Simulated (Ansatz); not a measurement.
**Structure types of ZnO compared at 70 GPa**

Structure types of ZnO are relaxed in primitive cells with their symmetry kept at 70 GPa, on PAW files; LAPW relaxes the small cells further and takes the PAW cell for the others (marked *). The enthalpy is E + pV at zero temperature, without zero-point motion. Only the types listed were tried, and differences under about 5 meV/atom are mesh noise. Not among the end structures: rocksalt, zincblende, which may lie lower.

Level of theory: DFT with PBE, scalar-relativistic, in Ansatz 0.2.0; Fermi–Dirac smearing of 0.08 eV, no spin polarisation. LAPW: all electrons, basis error target 0.5 meV/atom; PAW: frozen-core files, cutoff 420 eV.

k meshes: CsCl 15×15×15, wurtzite 13×13×7, NiAs 11×11×7.

| start type | ends as | a, b, c (Å) | V (Å³/atom) | H − H(lowest), LAPW (meV/atom) |
| --- | --- | --- | --- | --- |
| CsCl | CsCl, Pm-3m | 2.474, 2.474, 2.474 | 7.57 | ? |
| wurtzite* | distorted wurtzite, P6_3mc | 2.810, 2.810, 5.296 | 9.05 | ? |
| NiAs* | NiAs, P6_3/mmc | 2.750, 2.750, 4.888 | 8.00 | 0.0 |

**Question.** Give the missing entry: row "wurtzite*", column "H − H(lowest), LAPW (meV/atom)".

**Answer.** 421.1.

**Question.** What belongs in the row "CsCl", column "H − H(lowest), LAPW (meV/atom)"?

**Answer.** 283.7.

**Question.** Would CsCl gain on NiAs at higher pressure?

**Answer.** Yes: dH/dp = V, and its volume is smaller by 0.44 Å³/atom. Held constant, that would close the gap after about 100 GPa more, a rough figure, since the volume difference changes with pressure.
